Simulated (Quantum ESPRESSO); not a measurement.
The system is HfN.

```
Hf N
1.0
     0.00000    2.25600    2.25600
     2.25600    0.00000    2.25600
     2.25600    2.25600    0.00000
Hf N
1 1
Cartesian
  0.0000 0.0000 0.0000
  2.2560 2.2560 2.2560
```

Base run:

| Item | Value |
| --- | --- |
| Program | Quantum ESPRESSO 7.5 |
| Functional | PBE |
| Potentials or basis | SSSP 1.3 efficiency PBE |
| Cutoff | 816 eV |
| Density cutoff | 6531 eV |
| k mesh | 10 × 10 × 10 |
| Occupations | fermi-dirac, width 0.05 eV |
| Spin | no spin polarisation |
| Hubbard terms | Hf d U = 2 eV |

Its results: band gap on the k mesh none (metal or under the smearing width); pressure 3.9 GPa.

Task: The run is repeated on the same cell with these changes: hubbard terms from Hf d U = 2 eV to Hf d U = 8 eV. What comes out?

Result: Band gap on the k mesh none (metal or under the smearing width); pressure -2.4 GPa.

Caveats: U without spin polarisation on a metal has little footing.
